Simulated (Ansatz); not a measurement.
## Li2O, space group Fm-3m: Wannier functions of the valence bands, step by step

Computed with Ansatz 0.2.0 through its Python package.

Notebook, run cell by cell (the value of a cell's last expression is shown):

**Cell 1**
```python
from pathlib import Path
import warnings

import ansatz
import tomllib

warnings.simplefilter("ignore", ansatz.DeckWarning)
```

**Cell 2**
```python
crystal = (
    ansatz.Lattice.fcc(4.61)
    .space_group(225)
    .atom("Li", (0.25, 0.75, 0.75))
    .atom("O", (0.0, 0.0, 0.0))
    .primitive()
)
```

**Cell 3**
```python
crystal.resolved().sites[-1]
```
Output:
```text
Site(symbol='O', position=(0.0, 0.0, 0.0), moment=None, axis=None, held=None, saved=None)
```

**Cell 4**
```python
setup = (
    crystal.calculation()
    .functional("mr2scan")
    .accuracy("low")
    .scf(extra_bands=4, self_checks="high")
    .kpoints(density=1.9)
    .basis(19 * ansatz.Ha, density_ratio=8)
    .occupations("fixed")
    .wannier(mesh=(5, 5, 5), projections=[ansatz.TrialShell("O", "p")], minimise=True)
)
outcome = setup.run(runs_dir="w90")
spreads = tomllib.loads(Path(outcome.output_folder, "results", "wannier.spreads.toml").read_text())
print("converged:", spreads["converged"], "in", spreads["n_iter"], "steps; least projectability", round(spreads["least_projectability"], 3))
print("invariant, diagonal, off-diagonal spread (A^2):", *(round(spreads[k], 4) for k in ("omega_i_ang2", "omega_d_ang2", "omega_od_ang2")))
for function in spreads["wannier"]:
    print("centre", [round(v, 3) for v in function["r"]], "spread", round(function["spread"], 4))
```
Output:
```text
converged: True in 23 steps; least projectability 0.92
invariant, diagonal, off-diagonal spread (A^2): 2.6324 0.0 0.0218
centre [-0.0, 0.0, 0.0] spread 0.8847
centre [-0.0, -0.0, -0.0] spread 0.8847
centre [0.0, 0.0, 0.0] spread 0.8847
```

Caveats:
- The settings weren't tested for convergence.
- The k-point mesh is coarse, and energy and stress weren't tested for convergence.
- The structure is a deposited one; some such entries were measured under pressure or heat, so a shift against it needn't be the functional's error alone.
- It ran for 2.4 s on 1 thread of Arm Neoverse V1, with other jobs on the host, peak memory 0.38 GiB.

(Lines on the test bed's own set-up are left out of the output.)
